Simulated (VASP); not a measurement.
Crystal: Li2O.

```
CELL_PARAMETERS angstrom
0.00000 2.31350 2.31350
2.31350 0.00000 2.31350
2.31350 2.31350 0.00000
ATOMIC_POSITIONS crystal
Li 0.25000 0.25000 0.25000
Li 0.75000 0.75000 0.75000
O 0.00000 0.00000 0.00000
```

```yaml
Program: VASP 6.6.1
Task: relaxation of cell and atoms
Functional: r2SCAN
Dispersion: rVV10
Potentials_or_basis: VASP PAW PBE potentials, release 64 (Li_sv, O)
Cutoff: 600 eV
k_mesh: 8 × 8 × 8
Occupations: gaussian, width 0.02 eV
Spin: no spin polarisation
```

At the start: pressure -4.0 GPa; volume 8.26 Å³/atom.

Problem. Where does the relaxation end?

Solution. Over 3 steps the energy falls by 4.1 meV/atom and the volume is 7.89 Å³/atom (-4.4 %); space group Fm-3m (No. 225, to 0.05 Å).

Step by step:
| step | energy change (eV) | largest force (eV/Å) | pressure (GPa) | volume (Å³) |
| --- | --- | --- | --- | --- |
| 1 | 0.0000 | 0.0000 | -3.97 | 24.77 |
| 2 | -0.0113 | 0.0000 | -1.36 | 24.04 |
| 3 | -0.0124 | 0.0000 | 0.05 | 23.68 |

Final structure:
```yaml
crystal:
  lattice:
    - [0.00000, 2.27929, 2.27929]
    - [2.27929, 0.00000, 2.27929]
    - [2.27929, 2.27929, 0.00000]
  atoms:
    - { symbol: Li, position: [0.25000, 0.25000, 0.25000] }
    - { symbol: Li, position: [0.75000, 0.75000, 0.75000] }
    - { symbol: O, position: [0.00000, 0.00000, 0.00000] }
```

Caveat: the cutoff is under 1.25 times the usual one of these potentials, so pressure, stress and relaxed cells hold a basis-set (Pulay) error; the PAW data sets were made with another functional, which shifts forces and pressure a little.
